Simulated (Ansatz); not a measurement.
## Pressure series of ZnS (P6_3mc)

```
CELL_PARAMETERS angstrom
3.78158 0.00000 0.00000
-1.89079 3.27494 0.00000
0.00000 0.00000 6.20896
ATOMIC_POSITIONS crystal
Zn 0.33333 0.66667 0.00544
Zn 0.66667 0.33333 0.50544
S 0.33333 0.66667 0.37956
S 0.66667 0.33333 0.87956
```

This is the zero-pressure cell under PBEsol. Cell and atoms are relaxed by PAW (default files of Ansatz 0.2.0, cutoff 420 eV, stress met within about 0.05 GPa) at each pressure, in this structure whether or not another phase would take over; P is the pressure reached, less that of this cell. Levels come from PBEsol, all-electron LAPW in Ansatz 0.2.0, scalar-relativistic; k mesh 6×6×4, fixed occupations, basis error target 0.5 meV/atom. Conduction levels are in eV over the valence top (at Γ), at fixed fractional wave vectors.

| P (GPa) | V/V₀ | c/a | Γ | L (oblique) | A ∥ z | M ⊥ z |
| --- | --- | --- | --- | --- | --- | --- |
| -1.96 | 1.0271 | 1.6394 | 2.044 | 3.409 | 3.424 | 3.530 |
| 0.00 | 1.0000 | 1.6419 | 2.157 | 3.405 | 3.502 | 3.508 |
| 1.99 | 0.9764 | 1.6422 | 2.263 | 3.401 | 3.567 | 3.481 |
| 3.99 | 0.9553 | 1.6438 | 2.358 | 3.391 | 3.626 | 3.456 |
| 6.99 | 0.9276 | 1.6460 | 2.488 | 3.373 | 3.703 | 3.417 |
| 9.98 | ? | ? | ? | ? | ? | ? |
| 14.97 | 0.8695 | 1.6538 | 2.767 | 3.306 | 3.866 | 3.321 |

Task: Fit the third-order Birch-Murnaghan equation to the rows shown.

Result: With f = [(V₀/V)^(2/3) − 1]/2, the normalised pressure F = P/[3f(1 + 2f)^(5/2)] is 77.6 GPa at f = -0.0088, 79.6 GPa at f = 0.0080, 79.6 GPa at f = 0.0155, 80.0 GPa at f = 0.0257, 80.9 GPa at f = 0.0488. The line F = B₀[1 + (3/2)(B′ − 4)f] gives B₀ = 78.6 GPa and B′ = 4.5.

Task: What are the volume deformation potentials and pressure coefficients of these levels at zero pressure?

Result: 

| level | dE/dlnV (eV) | dE/dP = −(dE/dlnV)/B₀ (meV/GPa) | mean slope up to 2.0 GPa (meV/GPa) |
| --- | --- | --- | --- |
| Γ | -4.34 | 55.2 | 53.1 |
| L (oblique) | 0.19 | -2.4 | -2.0 |
| A ∥ z | -2.82 | 35.9 | 32.3 |
| M ⊥ z | 0.97 | -12.4 | -13.7 |

dE/dlnV is the slope of a cubic fit in ln V at V₀. The last column is read from two rows and shows how the slope bends with pressure.

Task: What belongs in the row at 9.98 GPa?

Result: The fits give V/V₀ = 0.9036 and Γ = 2.602 eV. Computed: V/V₀ = 0.9035, c/a = 1.6485, Γ = 2.602, L (oblique) = 3.350, A ∥ z = 3.770, M ⊥ z = 3.380.

Limits of these numbers: no other phase was computed; many crystals of this kind change structure within this range, and rows or crossings beyond such a change describe a metastable lattice; wurtzite ZnS is metastable at ambient conditions; the frozen-core PAW files of the relaxations were fitted under PBE, their cores solved anew for this functional; semilocal gaps are low, and the spacing of valleys can be off by tenths of an eV; levels are read at fixed fractional k, so an edge that moves off these points is missed.
